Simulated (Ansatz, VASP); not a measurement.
# Two plane-wave programs on C

File INCAR:

```
ALGO = Fast
DIPOL = 0.5 0.5 0.500
EDIFF = 1E-6
ENCUT = 520
GGA = CA
IDIPOL = 3
ISIF = 2
ISMEAR = 0
LASPH = True
LCHARG = True
LDIPOL = True
LELF = True
LREAL = False
LVACPOTAV = True
LVHAR = True
LWAVE = False
NBANDS = 11
NELM = 60
PREC = Accurate
SIGMA = 0.1
```

File KPOINTS:

```
k-points
0
Gamma
  21 21 1
```

Contents of POSCAR:

```
C
1.0
    2.6400000000      0.0000000000      0.0000000000
   -1.3200000000      2.2863070660      0.0000000000
    0.0000000000      0.0000000000     28.0000000000
C
2
Direct
    0.3333333333      0.6666666667      0.5051071429
    0.6666666667      0.3333333333      0.4948928571
```

Input for Ansatz:

```yaml
crystal:
  lattice:
    - [2.64, 0.0, 0.0]
    - [-1.32, 2.286307066, 0.0]
    - [0.0, 0.0, 28.0]
  atoms:
    - { symbol: C, position: [0.3333333333, 0.6666666667, 0.5051071429] }
    - { symbol: C, position: [0.6666666667, 0.3333333333, 0.4948928571] }
  periodic: [true, true, false]
basis:
  ecutwfc: 420
kpoints:
  mp_grid: { grid: [21, 21, 1] }
hamiltonian:
  xc: lda
scf:
  occupations: { method: gaussian, width: 0.1 }
output:
  forces: true
  stress: true
  eigenvalues: true
```

Alike in both runs: task single point; functional LDA; k mesh 21 × 21 × 1; occupations gaussian, width 0.1 eV; no spin polarisation.

|  | VASP | Ansatz |
| --- | --- | --- |
| version | VASP 6.6.1 | Ansatz 0.2.0 |
| potentials or method | VASP PAW LDA potentials, release 64 (C) | scalar-relativistic, plane waves, PAW |
| plane-wave cutoff (eV) | 520 | 420 |
| valence electrons in the cell | 8 | 8 |

```csv
,VASP,Ansatz,Ansatz less VASP
gap on the k mesh at the Fermi level (eV),none,none,-
rms of the force components (eV/Å),2.745,2.757,+0.0125
"work function, face that differs most (eV)",5.28,5.28,+0.001
```

Atom by atom the forces differ by 0.012 eV/Å (rms over components). A gap of «none» marks a metal or a gap that the smearing closes.
